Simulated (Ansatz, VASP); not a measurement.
Given: the input of a run of VASP 6.6.1 on TePb. 

File INCAR:

```
PREC = Accurate
ENCUT = 600
EDIFF = 1E-7
ISMEAR = -1
SIGMA = 0.05
LREAL = False
LASPH = True
NELM = 60
ALGO = Normal
ISIF = 3
LWAVE = False
LCHARG = False
GGA = RE
IBRION = 2
NSW = 60
EDIFFG = -0.02
```

File KPOINTS:

```
regular mesh
0
Gamma
  7 7 7
```

Contents of POSCAR:

```
TePb
1.0
    0.0000000000      3.2310000000      3.2310000000
    3.2310000000      0.0000000000      3.2310000000
    3.2310000000      3.2310000000      0.0000000000
Pb Te
1 1
Direct
    0.0000000000      0.0000000000      0.0000000000
    0.5000000000      0.5000000000      0.5000000000
```

Potentials or basis: VASP PAW PBE potentials, release 64 (Pb_d, Te).

Command:

```console
$ cat potpaw_PBE.64/Pb_d/POTCAR potpaw_PBE.64/Te/POTCAR > POTCAR
$ mpirun -np 1 vasp_std > vasp.out
```

Problem. Translate it to Ansatz 0.2.0. Potentials or basis there: Ansatz PAW, cutoff 420 eV.

Solution. As run (cutoffs and basis follow the program's own potentials, and thresholds, step limits or extra output files can differ):

File input.yaml:

```yaml
crystal:
  lattice:
    - [0.0, 3.231, 3.231]
    - [3.231, 0.0, 3.231]
    - [3.231, 3.231, 0.0]
  atoms:
    - { symbol: Pb, position: [0.0, 0.0, 0.0] }
    - { symbol: Te, position: [0.5, 0.5, 0.5] }
hamiltonian:
  xc: revpbe
  pseudopotentials: { kind: paw }
kpoints:
  mp_grid: { grid: [7, 7, 7] }
scf:
  occupations: { method: fermi_dirac, width: 0.05 }
output:
  forces: true
  stress: true
  eigenvalues: true
relax:
  f_tol: 0.01
  max_steps: 40
  cell: { stress_tol: 0.05 }
```

Potentials or basis: Ansatz PAW.

Command:

```sh
$ ansatz run input.yaml --threads 1 --pin off --max-ram 3584MiB --backend cpu --events-out ev --progress --plain --runs-dir out
```

Both were run:

|  | VASP | Ansatz |
| --- | --- | --- |
| Relaxed volume | 36.38 Å³/atom | 36.43 Å³/atom |
| Relaxed cell | a = 4.686 Å, b = 4.686 Å, c = 4.686 Å, α = 60.00°, β = 60.00°, γ = 60.00° | a = 4.688 Å, b = 4.688 Å, c = 4.688 Å, α = 60.00°, β = 60.00°, γ = 60.00° |
| Space group after relaxing | Fm-3m (No. 225) | Fm-3m (No. 225) |
| Pressure after relaxing | 0.0 GPa | 0.0 GPa |

Ansatz's pressure holds a Pulay term of +0.02 GPa for its cutoff of 420 eV, which the other run lacks.

The potentials hold 20 and 30 valence electrons a cell.

VASP's potentials were made for PBE. Ansatz's potentials were made for PBE.

Where Ansatz's input types no cutoff or centring, it takes its own default and a Γ-centred mesh.

Pressure is positive in compression.
